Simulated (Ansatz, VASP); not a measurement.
BAs in VASP and in Ansatz

POSCAR

```
BAs
1.0
    0.0000000000      2.4388294208      2.4388294208
    2.4388294208      0.0000000000      2.4388294208
    2.4388294208      2.4388294208      0.0000000000
B As
1 1
Direct
    0.0000000000      0.0000000000      0.0000000000
    0.2500000000      0.2500000000      0.2500000000
```

The input INCAR.step1:

```
SYSTEM = BAs
PREC = Accurate
ENCUT = 520
ISMEAR = 0
SIGMA = 0.02
LREAL = .False.
LASPH = .True.
NELM = 80
NBANDS = 11
GGA = PE
ALGO = Normal
EDIFF = 1E-4
LWAVE = .True.
LCHARG = .False.
```

File INCAR.step2:

```
SYSTEM = BAs
PREC = Accurate
ENCUT = 520
EDIFF = 1E-6
ISMEAR = 0
SIGMA = 0.02
LREAL = .False.
LASPH = .True.
NELM = 80
ALGO = Normal
ISIF = 2
LWAVE = .False.
LCHARG = .False.
METAGGA = R2SCAN
LMIXTAU = .True.
NBANDS = 11
ISTART = 1
```

KPOINTS

```
Automatic mesh
0
Gamma
  10 10 10
  0 0 0
```

Input for Ansatz:

```yaml
crystal:
  lattice:
    - [0.0, 2.4388294208, 2.4388294208]
    - [2.4388294208, 0.0, 2.4388294208]
    - [2.4388294208, 2.4388294208, 0.0]
  atoms:
    - { symbol: B, position: [0.0, 0.0, 0.0] }
    - { symbol: As, position: [0.25, 0.25, 0.25] }
basis:
  ecutwfc: 500
kpoints:
  mp_grid: { grid: [10, 10, 10] }
hamiltonian:
  xc: r2scan
scf:
  occupations: { method: gaussian, width: 0.02 }
output:
  forces: true
  stress: true
  eigenvalues: true
```

Alike in both runs: task single point; functional r2SCAN; k mesh 10 × 10 × 10; occupations gaussian, width 0.02 eV; no spin polarisation.

```csv
,VASP,Ansatz
version,VASP 6.6.1,Ansatz 0.2.0
potentials or method,"VASP PAW PBE potentials, release 64 (B, As)","scalar-relativistic, plane waves, PAW"
plane-wave cutoff (eV),520,500
valence electrons in the cell,8,18
```

|  | VASP | Ansatz | Ansatz less VASP |
| --- | --- | --- | --- |
| gap on the k mesh at the Fermi level (eV) | 1.43 | 1.43 | -0.002 |
| least direct gap on the mesh (eV) | 3.38 | 3.37 | -0.004 |
| pressure (GPa) | -7.2 | -7.3 | -0.13 |

The functional is the same, so the differences come from potentials, cutoffs and numerics. The two sets of potentials don't hold the same shells in valence.

Caveats: the PAW data sets were made with another functional, which shifts forces and pressure a little (VASP). r2SCAN opens gaps a little over a GGA but as a rule still falls short of measured ones. A k mesh can miss the band edges.
